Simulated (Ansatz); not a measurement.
All numbers below come from DFT PBE, scalar-relativistic, plane waves, PAW in Ansatz 0.2.0. All cells share a 420 eV cutoff and Γ-centred k meshes spaced at most about 0.3 Å⁻¹ (about 0.25 or finer for metals, 2π included). No spin polarisation in the final relaxations.

These are static total energies at zero pressure.

Compare these two cells of Ge2N, each relaxed at this level.

A.

```yaml
crystal:
  lattice:
    - [4.18666, 0.00000, 0.00000]
    - [0.00000, 4.18666, 0.00000]
    - [0.00000, 0.00000, 5.46370]
  atoms:
    - { symbol: Ge, position: [0.50000, 0.00000, 0.45091] }
    - { symbol: Ge, position: [0.50000, 0.00000, 0.95091] }
    - { symbol: Ge, position: [0.00000, 0.50000, 0.04909] }
    - { symbol: Ge, position: [0.00000, 0.50000, 0.54909] }
    - { symbol: N, position: [0.00000, 0.00000, 0.00000] }
    - { symbol: N, position: [0.50000, 0.50000, 0.50000] }
```

B.

```yaml
crystal:
  lattice:
    - [3.87225, 0.00000, 0.00000]
    - [0.00000, 3.87225, 0.00000]
    - [0.00000, 0.00000, 3.35420]
  atoms:
    - { symbol: Ge, position: [0.00000, 0.50000, 0.63774] }
    - { symbol: Ge, position: [0.50000, 0.00000, 0.63774] }
    - { symbol: N, position: [0.50000, 0.50000, 0.33267] }
```

Task: Which is lower in energy, and by how much?

Result: B is lower, by 37 meV/atom. A has space group P4_2/nmc (No. 137), 16.0 Å³/atom and no gap on its mesh; B has space group P4mm (No. 99), 16.8 Å³/atom and no gap. Even the lower one lies +0.91 eV/atom against the reference forms of the elements (uncorrected), so neither is stable at this level. In A, Ge has 2 N at 2.11 Å; N has 4 Ge at 2.11 Å. In B, Ge is surrounded by 2 N at 2.19 Å; N has 4 Ge at 2.19 Å. Both come from invented guesses.

Weakly bound directions are ill-defined at this level, which has no dispersion term (P4mm), and this can change margins and order among such cells. In P4mm an odd number of electrons in the primitive cell allows no gap without spin; a larger cell or a magnetic state could open one. Cells relaxed within their symmetry can be saddle points.
